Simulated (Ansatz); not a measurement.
# MgO: properties at the relaxed cell

An exercise on one series of results from a longer session: the logs are not shown, and one member is left open.

The COD entry's cell or inner coordinates are ideal or old and differ from later refinements, so a difference from it is no clean test against experiment.

Method: DFT PBEsol, scalar-relativistic, plane waves, PAW, in Ansatz 0.2.0.

1 further run of the same task is left out (set aside as unsound or not needed).

**The system as given**

The structure is cubic, space group Fm-3m (No. 225). Conventional cell: a = 4.214 Å, b = 4.214 Å, c = 4.214 Å, α = 90.00°, β = 90.00°, γ = 90.00°. Mg (site symmetry m-3m) is surrounded by 6 O at 2.11 Å. O (site symmetry m-3m) is surrounded by 6 Mg at 2.11 Å.

Structure file:

```xyz
2
Lattice="0.0000 2.1071 2.1071 2.1071 0.0000 2.1071 2.1071 2.1071 0.0000" Properties=species:S:1:pos:R:3 pbc="T T T"
Mg    0.0000    0.0000    0.0000
O     2.1071    2.1071    2.1071
```

This cell was relaxed beforehand with the same method: volume 9.36 Å³/atom, gap on the mesh 4.62 eV.

Set-up of the first run:

The input, input.yaml:

```yaml
crystal:
  lattice:
    - [0.0, 2.1071294686, 2.1071294686]
    - [2.1071294686, 0.0, 2.1071294686]
    - [2.1071294686, 2.1071294686, 0.0]
  atoms:
    - { symbol: Mg, position: [0.0, 0.0, 0.0] }
    - { symbol: O, position: [0.5, 0.5, 0.5] }
basis:
  ecutwfc: 420
kpoints:
  mp_grid: { grid: [10, 10, 10] }
  band_path:
    path:
      - [[0.0, 0.0, 0.0], [0.5, 0.0, 0.5], [0.625, 0.25, 0.625]]
      - [[0.375, 0.375, 0.75], [0.0, 0.0, 0.0], [0.5, 0.5, 0.5], [0.5, 0.25, 0.75], [0.5, 0.0, 0.5]]
    npoints: 14
hamiltonian:
  xc: pbesol
scf:
  occupations: { method: gaussian, width: 0.02 }
  n_extra_bands: 6
output:
  forces: true
  stress: true
  eigenvalues: true
  populations: true
  dos: { projected: true, de: 0.02, nscf_kmesh: { grid: [15, 15, 15] } }
  bader: true
  write_density: true
  write_potential: true
  elf: true
  volumetric_format: npy
```

The run is started by

```
$ ansatz run input.yaml --threads 1 --pin off --max-ram 2560MiB --backend cpu --events-out ev --progress --plain --runs-dir out
```

Steps of the session up to this table: Electronic structure at the relaxed geometry; Band edges anywhere in the zone; Eigenvalues a small step from each edge; Point at V/V0 = 0.97; Volume × 1.03; Volume × 0.94; The cell scaled to 1.06 of its volume.

One of the session's tables, all rows but one given; the rest of the session is left out.

It belongs to the step «Fit of the equation of state». 

```
volume (Å³/atom)  energy above the lowest point (meV/atom)  pressure (GPa)  gap on the mesh (eV)
           8.794                                      18.4           11.05                  5.24
           9.075                                       4.3            5.09                  4.92
           9.356                                       0.0           -0.02                  4.62
           9.636                                         ?               ?                     ?
           9.917                                      15.0           -8.15                  4.08
```

Estimate the missing values for volume (Å³/atom) = 9.636.

Worked estimate for «energy above the lowest point (meV/atom)». A straight line through the neighbours (9.356, 0.0) and (9.917, 15.0) gives 0.0 + (15.0 − 0.0) × (9.636 − 9.356) / (9.917 − 9.356) = 7.5; a parabola fitted to 3 rows on both sides gives 3.6.

**Answer.** energy above the lowest point (meV/atom): 4.0; pressure (GPa): -4.39; gap on the mesh (eV): 4.34. In «energy above the lowest point (meV/atom)» the line misses by +3.5 and the parabola by -0.4.
